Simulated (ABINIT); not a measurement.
A run of ABINIT 10.8.3 (patched build):

File run.abi:

```
ndtset 7
scalecart1 3*0.9795861087
scalecart2 3*0.9864848297
scalecart3 3*0.9932883884
scalecart4 3*1.0000000000
scalecart5 3*1.0066227096
scalecart6 3*1.0131594038
scalecart7 3*1.0196128224

pp_dirpath "./"
pseudos "Ti.GGA_PBE-JTH.xml, Si.GGA_PBE-JTH.xml"

acell 13.2015302208 13.2015302208 6.7372023899
rprim
     0.2526650337    -0.9675538128     0.0000000000
     0.2526650337     0.9675538128     0.0000000000
     0.0000000000     0.0000000000     1.0000000000
ntypat 2
znucl 22 14
natom 6
typat 1 1 2 2 2 2
xred
     0.1031180800     0.8968819200     0.2500000000
     0.8968819200     0.1031180800     0.7500000000
     0.7503148200     0.2496851800     0.2500000000
     0.2496851800     0.7503148200     0.7500000000
     0.4417485500     0.5582514500     0.2500000000
     0.5582514500     0.4417485500     0.7500000000
chkprim 0
chksymtnons 0
tolsym 1.0e-6

ecut 15.0
pawecutdg 30.0
pawxcdev 0

kptopt 1
ngkpt 8 8 8
nshiftk 1
shiftk 0.0 0.0 0.0

ixc 11

nband 24
occopt 3
tsmear 0.00183747

nstep 100
tolvrs 1.0e-9

iomode 3
prtwf 0
prtden 0
prteig 0
prtebands 0
enunit 2
```

Potentials or basis: JTH PAW PBE v2.0.

The run is started by

```sh
$ mpirun --bind-to none -np 4 abinit run.abi > log 2>&1
```

Hardware: 4 MPI ranks on Arm Neoverse V2, on a shared host.

How long does it take, and how much memory?

Run time: 18 min on 4 MPI ranks on Arm Neoverse V2 (shared host), peak memory 0.76 GiB a rank. Counts: scf iterations 287, mpi ranks 4, k points 105, bands 24, plane waves 1516.
